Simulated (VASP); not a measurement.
MoSe2:

```
Mo Se
1.0
     3.28800    0.00000    0.00000
    -1.64400    2.84749    0.00000
     0.00000    0.00000   12.90000
Mo Se
2 4
Cartesian
  0.0000 1.8983 3.2250
  1.6440 0.9492 9.6750
  0.0000 1.8983 8.0625
  1.6440 0.9492 1.6125
  0.0000 1.8983 11.2875
  1.6440 0.9492 4.8375
```

* Program: VASP 6.6.1
* Task: relaxation of cell and atoms
* Functional: PBEsol
* Potentials or basis: VASP PAW PBE potentials, release 64 (Mo_sv, Se)
* Cutoff: 600 eV
* k mesh: 9 × 9 × 2
* Occupations: gaussian, width 0.03 eV
* Spin: no spin polarisation

At the start: pressure 3.5 GPa; volume 20.13 Å³/atom.

Task: Where does the relaxation end?

Result: Over 5 steps the energy falls by 14.0 meV/atom and the volume is 20.34 Å³/atom (+1.0 %); space group P6_3/mmc (No. 194, to 0.05 Å).

The path:
```csv
step,energy change (eV),largest force (eV/Å),pressure (GPa),volume (Å³)
1,0.0000,0.8474,3.53,120.78
2,0.1461,1.1549,-7.71,128.65
3,-0.0719,0.0364,-1.08,123.56
4,-0.0720,0.0584,-0.97,123.48
5,-0.0842,0.0051,-0.04,122.03
```

Final structure:
```
Mo Se
1.0
     3.27165    0.00000    0.00000
    -1.63582    2.83333    0.00000
     0.00000    0.00000   13.16413
Mo Se
2 4
Direct
  0.33333 0.66667 0.25000
  0.66667 0.33333 0.75000
  0.33333 0.66667 0.62343
  0.66667 0.33333 0.12343
  0.33333 0.66667 0.87657
  0.66667 0.33333 0.37657
```

Caveat: the PAW data sets were made with another functional, which shifts forces and pressure a little; this functional lacks dispersion, which binds the layers, so the pressure and a relaxed spacing across them are unreliable.
